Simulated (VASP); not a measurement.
# KI: K into a neighbouring K vacancy, part 4 of 5

How hard is this move in KI: K into a neighbouring K vacancy? Both ends are relaxed first, then a band of images between them. The start is a cell from a database of measured crystal structures.

VASP 6.6.1; PBEsol; plane waves and PAW (I, K_pv).

So far. Step 3 (Relax the start): The run ended after 7 ionic steps, 0.158 eV below its first step, once the forces on the free atoms met EDIFFG = -0.05. Step 4 (Relax the end): The run ended after 7 ionic steps, 0.180 eV below its first step, once the forces on the free atoms met EDIFFG = -0.05.

## (5) Nudged elastic band

Images on a straight line between the ends relax across the path, while springs keep them spaced along it.

This cell carries charge -1, set by NELECT and balanced by a uniform background.

Contents of INCAR:

```
SYSTEM = K26I27
PREC = Normal
ENCUT = 280
EDIFF = 1E-05
NELM = 120
ISMEAR = 0
SIGMA = 0.05
LREAL = Auto
ALGO = Fast
GGA = PS
NELECT = 372
NBANDS = 228
LWAVE = .FALSE.
LCHARG = .FALSE.
NCORE = 2
LASPH = .TRUE.
IMAGES = 3
SPRING = -5
IBRION = 1
POTIM = 0.3
NSW = 50
EDIFFG = -0.05
ISYM = 0
ISIF = 0
```

Contents of POSCAR:

```
K26I27
1.0
    0.0000000000     10.5846561690     10.5846561690
   10.5846561690      0.0000000000     10.5846561690
   10.5846561690     10.5846561690      0.0000000000
I K
27 26
Direct
    0.1669809874      0.1673164998      0.1683724639
    0.1674450842      0.1675066675      0.4980203016
    0.1709468889      0.1700969477      0.8296752222
    0.1667840759      0.4977290796      0.1677521300
    0.1643758628      0.4997053134      0.5001729028
    0.1651655811      0.5001152292      0.8349886994
    0.1710515125      0.8284526659      0.1716997139
    0.1661088412      0.8341833407      0.4991724388
    0.1720331902      0.8274724475      0.8278119465
    0.4975248224      0.1672003688      0.1676342566
    0.4986501068      0.1673867592      0.4998601236
    0.4985326814      0.1658919977      0.8354298221
    0.4999219831      0.5000826907      0.1657488754
    0.4994887083      0.4998217181      0.5001883521
    0.4988481054      0.4994174106      0.8346949822
    0.4991407780      0.8339136442      0.1668634840
    0.5010821654      0.8335990373      0.4998838330
    0.5021135583      0.8319153820      0.8328406214
    0.8277002032      0.1721120513      0.1714852449
    0.8328722192      0.1658811375      0.5004877272
    0.8276402887      0.1708248504      0.8299257490
    0.8339587668      0.4994017948      0.1663278713
    0.8336201693      0.4992290651      0.5006917067
    0.8329967265      0.5022850945      0.8327006700
    0.8293488959      0.8286144839      0.1708178384
    0.8313199045      0.8322256258      0.5033145378
    0.8319774324      0.8327709442      0.8322627796
    0.9989615894      0.0000239276      0.3282304881
    0.9997669482      0.0001874100      0.6718395113
    0.0004298956      0.3275692074      0.0003579915
    0.9988144203      0.3334806966      0.3344586682
    0.9995170061      0.3266215188      0.6732026237
    0.9997820220      0.6716019971      0.9998409582
    0.9994376215      0.6720194578      0.3285271020
    0.0011761843      0.6666421923      0.6659207468
    0.3277523125      0.9997321234      0.0004366826
    0.3337912168      0.9988867896      0.3341355221
    0.3284085607      0.9994517405      0.6720697182
    0.3329978590      0.3336529275      0.9999692338
    0.3334263353      0.3339443128      0.3330489601
    0.3307153737      0.3330023630      0.6686304875
    0.3274540287      0.6720536451      0.9997451966
    0.3319776893      0.6671164897      0.3324901814
    0.3333230829      0.6670355244      0.6663995227
    0.6717306948      0.9993594782      0.0004964497
    0.6717453335      0.0002560797      0.3279524877
    0.6645957579      0.0015464937      0.6667828113
    0.6713759866      0.3285645377      0.9998970584
    0.6665872858      0.3329733079      0.3325939527
    0.6667955826      0.3317789763      0.6683259969
    0.6663640720      0.6665218709      0.0009810721
    0.6681292891      0.6673906371      0.3320454227
    0.6664376249      0.6645460135      0.6676076224
```

Contents of KPOINTS:

```
Automatic mesh
0
Gamma
1 1 1
0 0 0
```

Contents of 00/POSCAR:

```
K26I27
1.0
    0.0000000000     10.5846561690     10.5846561690
   10.5846561690      0.0000000000     10.5846561690
   10.5846561690     10.5846561690      0.0000000000
I K
27 26
Direct
    0.1669809874      0.1673164998      0.1683724639
    0.1674450842      0.1675066675      0.4980203016
    0.1709468889      0.1700969477      0.8296752222
    0.1667840759      0.4977290796      0.1677521300
    0.1643758628      0.4997053134      0.5001729028
    0.1651655811      0.5001152292      0.8349886994
    0.1710515125      0.8284526659      0.1716997139
    0.1661088412      0.8341833407      0.4991724388
    0.1720331902      0.8274724475      0.8278119465
    0.4975248224      0.1672003688      0.1676342566
    0.4986501068      0.1673867592      0.4998601236
    0.4985326814      0.1658919977      0.8354298221
    0.4999219831      0.5000826907      0.1657488754
    0.4994887083      0.4998217181      0.5001883521
    0.4988481054      0.4994174106      0.8346949822
    0.4991407780      0.8339136442      0.1668634840
    0.5010821654      0.8335990373      0.4998838330
    0.5021135583      0.8319153820      0.8328406214
    0.8277002032      0.1721120513      0.1714852449
    0.8328722192      0.1658811375      0.5004877272
    0.8276402887      0.1708248504      0.8299257490
    0.8339587668      0.4994017948      0.1663278713
    0.8336201693      0.4992290651      0.5006917067
    0.8329967265      0.5022850945      0.8327006700
    0.8293488959      0.8286144839      0.1708178384
    0.8313199045      0.8322256258      0.5033145378
    0.8319774324      0.8327709442      0.8322627796
    0.9989615894      0.0000239276      0.3282304881
    0.9997669482      0.0001874100      0.6718395113
    0.0004298956      0.3275692074      0.0003579915
    0.9988144203      0.3334806966      0.3344586682
    0.9995170061      0.3266215188      0.6732026237
    0.9997820220      0.6716019971      0.9998409582
    0.9994376215      0.6720194578      0.3285271020
    0.0011761843      0.6666421923      0.6659207468
    0.3277523125      0.9997321234      0.0004366826
    0.3337912168      0.9988867896      0.3341355221
    0.3284085607      0.9994517405      0.6720697182
    0.3329978590      0.3336529275      0.9999692338
    0.3334263353      0.3339443128      0.3330489601
    0.3307153737      0.3330023630      0.6686304875
    0.3274540287      0.6720536451      0.9997451966
    0.3319776893      0.6671164897      0.3324901814
    0.3333230829      0.6670355244      0.6663995227
    0.6717306948      0.9993594782      0.0004964497
    0.6717453335      0.0002560797      0.3279524877
    0.6645957579      0.0015464937      0.6667828113
    0.6713759866      0.3285645377      0.9998970584
    0.6665872858      0.3329733079      0.3325939527
    0.6667955826      0.3317789763      0.6683259969
    0.6663640720      0.6665218709      0.0009810721
    0.6681292891      0.6673906371      0.3320454227
    0.6664376249      0.6645460135      0.6676076224
```

Contents of 01/POSCAR:

```
K26I27
1.0
    0.0000000000     10.5846561690     10.5846561690
   10.5846561690      0.0000000000     10.5846561690
   10.5846561690     10.5846561690      0.0000000000
I K
27 26
Direct
    0.1679409070      0.1681406400      0.1670909794
    0.1674062102      0.1673568586      0.4987463949
    0.1700677608      0.1693361002      0.8300243428
    0.1663264222      0.4983642270      0.1678887664
    0.1651070903      0.4993283736      0.5003234440
    0.1653216959      0.5000317383      0.8344495847
    0.1712142439      0.8284644430      0.1693298025
    0.1671868281      0.8325840604      0.5006429288
    0.1702609506      0.8287997862      0.8297686604
    0.4978682783      0.1668035473      0.1677633485
    0.4983548438      0.1674017597      0.5001730067
    0.4986116028      0.1663933939      0.8349868160
    0.5001164836      0.4997781859      0.1661532370
    0.4996086136      0.4999727049      0.4998360468
    0.4988264926      0.4997795625      0.8344707127
    0.4997792744      0.8335204458      0.1665990394
    0.5004555774      0.8337657048      0.4998655752
    0.5015382076      0.8324562909      0.8329850799
    0.8279022688      0.1716715909      0.1692374398
    0.8317762179      0.1671106316      0.5017193402
    0.8293988006      0.1696272254      0.8306121679
    0.8335937093      0.4999758789      0.1660651478
    0.8335391956      0.4995412642      0.5001694184
    0.8331687432      0.5017305178      0.8327377939
    0.8298089009      0.8294808425      0.1697816521
    0.8304604872      0.8314365370      0.5037645354
    0.8319042793      0.8328528893      0.8332191849
    0.9990669084     -0.0000785262      0.2476813558
    0.9999564522     -0.0000950134      0.6694436966
    0.0003432924      0.3274827672      0.0015919794
    0.9989589960      0.3321374490      0.3342515283
    0.9995684926      0.3284398958      0.6714258207
    0.9998161740      0.6701890908      0.9998475800
    0.9994684904      0.6720823694      0.3296887849
    0.0005555098      0.6678968000      0.6650166134
    0.3279314165      0.9998748651      0.0015727585
    0.3323225716      0.9988618705      0.3340904360
    0.3294212759      0.9993116747      0.6710739031
    0.3324368968      0.3334804755      1.0005502782
    0.3333826288      0.3337835395      0.3330957902
    0.3314457911      0.3332064679      0.6680316116
    0.3287528493      0.6707737165      1.0003113861
    0.3310176242      0.6681434352      0.3327144398
    0.3328226140      0.6671482269      0.6663574890
    0.6701806271      0.9999372063      0.0002883933
    0.6714773419      0.0001357564      0.3295346712
    0.6661322863      0.0013051037      0.6657278720
    0.6704272902      0.3293550610      1.0001362360
    0.6680035489      0.3316137112      0.3327825412
    0.6668823427      0.3321388268      0.6676348446
    0.6663042430      0.6664999134      0.0006534735
    0.6675313854      0.6672450643      0.3323639302
    0.6664493007      0.6654339939      0.6670500449
```

Contents of 02/POSCAR:

```
K26I27
1.0
    0.0000000000     10.5846561690     10.5846561690
   10.5846561690      0.0000000000     10.5846561690
   10.5846561690     10.5846561690      0.0000000000
I K
27 26
Direct
    0.1689008266      0.1689647801      0.1658094950
    0.1673673361      0.1672070497      0.4994724882
    0.1691886327      0.1685752528      0.8303734634
    0.1658687686      0.4989993744      0.1680254029
    0.1658383178      0.4989514338      0.5004739852
    0.1654778108      0.4999482474      0.8339104700
    0.1713769753      0.8284762202      0.1669598911
    0.1682648149      0.8309847802      0.5021134189
    0.1684887111      0.8301271250      0.8317253742
    0.4982117342      0.1664067258      0.1678924404
    0.4980595807      0.1674167603      0.5004858898
    0.4986905242      0.1668947901      0.8345438100
    0.5003109840      0.4994736810      0.1665575986
    0.4997285188      0.5001236917      0.4994837416
    0.4988048799      0.5001417144      0.8342464432
    0.5004177708      0.8331272474      0.1663345947
    0.4998289894      0.8339323723      0.4998473174
    0.5009628568      0.8329971997      0.8331295384
    0.8281043344      0.1712311304      0.1669896348
    0.8306802166      0.1683401256      0.5029509532
    0.8311573126      0.1684296004      0.8312985868
    0.8332286519      0.5005499629      0.1658024243
    0.8334582219      0.4998534634      0.4996471300
    0.8333407600      0.5011759411      0.8327749178
    0.8302689060      0.8303472011      0.1687454658
    0.8296010699      0.8306474481      0.5042145330
    0.8318311262      0.8329348344      0.8341755902
    0.9991722274     -0.0001809799      0.1671322234
    1.0001459561     -0.0003774369      0.6670478820
    0.0002566891      0.3273963269      0.0028259674
    0.9991035717      0.3307942014      0.3340443884
    0.9996199792      0.3302582728      0.6696490178
    0.9998503260      0.6687761844      0.9998542019
    0.9994993593      0.6721452810      0.3308504678
   -0.0000651646      0.6691514076      0.6641124801
    0.3281105206      1.0000176068      0.0027088344
    0.3308539264      0.9988369514      0.3340453498
    0.3304339912      0.9991716089      0.6700780880
    0.3318759346      0.3333080236      1.0011313226
    0.3333389223      0.3336227662      0.3331426203
    0.3321762085      0.3334105728      0.6674327358
    0.3300516700      0.6694937879      1.0008775756
    0.3300575592      0.6691703808      0.3329386982
    0.3323221452      0.6672609294      0.6663154553
    0.6686305594      1.0005149344      0.0000803369
    0.6712093503      0.0000154331      0.3311168547
    0.6676688148      0.0010637138      0.6646729327
    0.6694785938      0.3301455843      1.0003754137
    0.6694198120      0.3302541146      0.3329711296
    0.6669691028      0.3324986772      0.6669436923
    0.6662444140      0.6664779558      0.0003258749
    0.6669334816      0.6670994914      0.3326824378
    0.6664609765      0.6663219743      0.6664924674
```

Contents of 03/POSCAR:

```
K26I27
1.0
    0.0000000000     10.5846561690     10.5846561690
   10.5846561690      0.0000000000     10.5846561690
   10.5846561690     10.5846561690      0.0000000000
I K
27 26
Direct
    0.1698607463      0.1697889202      0.1645280105
    0.1673284620      0.1670572408      0.5001985816
    0.1683095046      0.1678144053      0.8307225841
    0.1654111150      0.4996345219      0.1681620393
    0.1665695454      0.4985744940      0.5006245263
    0.1656339256      0.4998647564      0.8333713554
    0.1715397067      0.8284879973      0.1645899798
    0.1693428018      0.8293854999      0.5035839089
    0.1667164716      0.8314544637      0.8336820880
    0.4985551900      0.1660099043      0.1680215322
    0.4977643176      0.1674317608      0.5007987730
    0.4987694455      0.1673961863      0.8341008039
    0.5005054845      0.4991691762      0.1669619602
    0.4998484240      0.5002746785      0.4991314363
    0.4987832672      0.5005038662      0.8340221736
    0.5010562672      0.8327340491      0.1660701500
    0.4992024013      0.8340990399      0.4998290596
    0.5003875061      0.8335381086      0.8332739970
    0.8283063999      0.1707906700      0.1647418297
    0.8295842154      0.1695696197      0.5041825662
    0.8329158245      0.1672319754      0.8319850056
    0.8328635944      0.5011240470      0.1655397008
    0.8333772482      0.5001656625      0.4991248417
    0.8335127767      0.5006213644      0.8328120418
    0.8307289110      0.8312135598      0.1677092795
    0.8287416526      0.8298583592      0.5046645305
    0.8317579730      0.8330167794      0.8351319954
    0.9992775465     -0.0002834337      0.0865830910
    1.0003354600     -0.0006598603      0.6646520674
    0.0001700859      0.3273098866      0.0040599553
    0.9992481474      0.3294509537      0.3338372486
    0.9996714658      0.3320766498      0.6678722148
    0.9998844779      0.6673632781      0.9998608238
    0.9995302282      0.6722081927      0.3320121508
   -0.0006858391      0.6704060152      0.6632083468
    0.3282896246      1.0001603485      0.0038449102
    0.3293852812      0.9988120322      0.3340002636
    0.3314467064      0.9990315431      0.6690822729
    0.3313149725      0.3331355716      1.0017123669
    0.3332952159      0.3334619929      0.3331894505
    0.3329066259      0.3336146777      0.6668338600
    0.3313504906      0.6682138593      1.0014437650
    0.3290974941      0.6701973263      0.3331629566
    0.3318216763      0.6673736318      0.6662734216
    0.6670804918      1.0010926625     -0.0001277196
    0.6709413587     -0.0001048901      0.3326990382
    0.6692053432      0.0008223238      0.6636179934
    0.6685298975      0.3309361077      1.0006145914
    0.6708360751      0.3288945179      0.3331597181
    0.6670558630      0.3328585277      0.6662525400
    0.6661845849      0.6664559983     -0.0000017236
    0.6663355778      0.6669539186      0.3330009453
    0.6664726523      0.6672099547      0.6659348900
```

Contents of 04/POSCAR:

```
K26I27
1.0
    0.0000000000     10.5846561690     10.5846561690
   10.5846561690      0.0000000000     10.5846561690
   10.5846561690     10.5846561690      0.0000000000
I K
27 26
Direct
    0.1708206659      0.1706130604      0.1632465260
    0.1672895880      0.1669074319      0.5009246749
    0.1674303765      0.1670535578      0.8310717047
    0.1649534613      0.5002696693      0.1682986758
    0.1673007729      0.4981975542      0.5007750675
    0.1657900404      0.4997812655      0.8328322407
    0.1717024381      0.8284997744      0.1622200684
    0.1704207886      0.8277862196      0.5050543989
    0.1649442320      0.8327818024      0.8356388019
    0.4988986459      0.1656130828      0.1681506241
    0.4974690546      0.1674467613      0.5011116561
    0.4988483669      0.1678975825      0.8336577978
    0.5006999850      0.4988646714      0.1673663218
    0.4999683293      0.5004256653      0.4987791310
    0.4987616544      0.5008660181      0.8337979041
    0.5016947636      0.8323408507      0.1658057054
    0.4985758133      0.8342657074      0.4998108018
    0.4998121554      0.8340790174      0.8334184555
    0.8285084655      0.1703502096      0.1624940246
    0.8284882141      0.1707991138      0.5054141792
    0.8346743364      0.1660343504      0.8326714245
    0.8324985369      0.5016981310      0.1652769773
    0.8332962745      0.5004778617      0.4986025534
    0.8336847934      0.5000667877      0.8328491657
    0.8311889160      0.8320799184      0.1666730932
    0.8278822353      0.8290692704      0.5051145281
    0.8316848199      0.8330987245      0.8360884007
    0.9993828655     -0.0003858874      0.0060339587
    1.0005249640     -0.0009422837      0.6622562527
    0.0000834826      0.3272234464      0.0052939432
    0.9993927231      0.3281077061      0.3336301087
    0.9997229523      0.3338950268      0.6660954118
    0.9999186299      0.6659503717      0.9998674456
    0.9995610971      0.6722711043      0.3331738337
   -0.0013065136      0.6716606229      0.6623042134
    0.3284687287      1.0003030902      0.0049809861
    0.3279166360      0.9987871131      0.3339551775
    0.3324594216      0.9988914773      0.6680864578
    0.3307540103      0.3329631196      1.0022934113
    0.3332515094      0.3333012196      0.3332362806
    0.3336370433      0.3338187826      0.6662349841
    0.3326493112      0.6669339307      1.0020099545
    0.3281374290      0.6712242718      0.3333872150
    0.3313212074      0.6674863343      0.6662313879
    0.6655304241      1.0016703906     -0.0003357760
    0.6706733671     -0.0002252134      0.3342812217
    0.6707418716      0.0005809338      0.6625630541
    0.6675812011      0.3317266310      1.0008537690
    0.6722523382      0.3275349212      0.3333483066
    0.6671426231      0.3332183782      0.6655613877
    0.6661247559      0.6664340408     -0.0003293222
    0.6657376741      0.6668083457      0.3333194528
    0.6664843281      0.6680979351      0.6653773125
```

PAW data sets: I and K_pv (PBE family, release 64).

On the command line:

```
$ mpirun -np 6 vasp_gam
```

The program printed:

```text
[banner, memory and clock lines left out]
running    6 mpi-ranks, on    1 nodes
 each image running on    2 cores
[...]
01/POSCAR found :  2 types and      53 ions
 [... a notice as in an earlier step ...]

 LDA part: xc-table for (Slater+PW92), standard interpolation
[...]
00/POSCAR found :  2 types and      53 ions
[...]
04/POSCAR found :  2 types and      53 ions
 POSCAR, INCAR and KPOINTS ok, starting setup
[...]
entering main loop
       N       E                     dE             d eps       ncg     rms          rms(c)
DAV:   1     0.266563340374E+04    0.26656E+04   -0.11543E+05   480   0.896E+02
DAV:   2     0.172365476134E+03   -0.24933E+04   -0.24084E+04   616   0.251E+02
DAV:   3    -0.137786133805E+03   -0.31015E+03   -0.30850E+03   528   0.748E+01
DAV:   4    -0.152805491148E+03   -0.15019E+02   -0.14999E+02   536   0.176E+01
DAV:   5    -0.153240627812E+03   -0.43514E+00   -0.43510E+00   632   0.373E+00BRMIX: very serious problems
 the old and the new charge density differ
[...]
4 F= -.15110733E+03 E0= -.15110733E+03  d E =-.974026E-01
   5 F= -.15114357E+03 E0= -.15114357E+03  d E =-.362421E-01
   6 F= -.15116785E+03 E0= -.15116785E+03  d E =-.242747E-01
   7 F= -.15119852E+03 E0= -.15119852E+03  d E =-.306732E-01
   8 F= -.15121570E+03 E0= -.15121570E+03  d E =-.171767E-01
   9 F= -.15123392E+03 E0= -.15123392E+03  d E =-.182186E-01
  10 F= -.15124515E+03 E0= -.15124515E+03  d E =-.112348E-01
  11 F= -.15125859E+03 E0= -.15125859E+03  d E =-.134344E-01
  12 F= -.15126584E+03 E0= -.15126584E+03  d E =-.724921E-02
  13 F= -.15127896E+03 E0= -.15127896E+03  d E =-.131208E-01
  14 F= -.15128678E+03 E0= -.15128678E+03  d E =-.782040E-02
  15 F= -.15129296E+03 E0= -.15129296E+03  d E =-.618723E-02
  16 F= -.15129872E+03 E0= -.15129872E+03  d E =-.575437E-02
  17 F= -.15130164E+03 E0= -.15130164E+03  d E =-.291934E-02
  18 F= -.15130383E+03 E0= -.15130383E+03  d E =-.218895E-02
  19 F= -.15130863E+03 E0= -.15130863E+03  d E =-.480462E-02
  20 F= -.15131077E+03 E0= -.15131077E+03  d E =-.213904E-02
  21 F= -.15131219E+03 E0= -.15131219E+03  d E =-.142039E-02
  22 F= -.15131788E+03 E0= -.15131788E+03  d E =-.568556E-02
 BRION: g(F)=  0.162E-02 g(S)=  0.000E+00
 BRIONS problems: POTIM should be increased
 retain N=  1 mean eig=16.16
 eig:  16.160
 reached required accuracy - stopping structural energy minimisation
```

The job ended after 32 min (6 MPI ranks of AMD EPYC 7R43, shared host; peak memory 2.2 GiB).

[end of part 4 of 5]

[Lines on the potential files, build, host, timing and source positions are cut from VASP's logs without a mark.]

[Logs are printed without paths, hosts, clocks, repeated set-up lines and the standing remarks that a program may print on its own settings, such as how far it seeks lower states.]

[Hosts, paths, dates, database ids (printed as entryN), source tags and the programs' standing remarks are cut or masked in the printed files.]

[Runs that stopped without an error message from VASP are left out.]
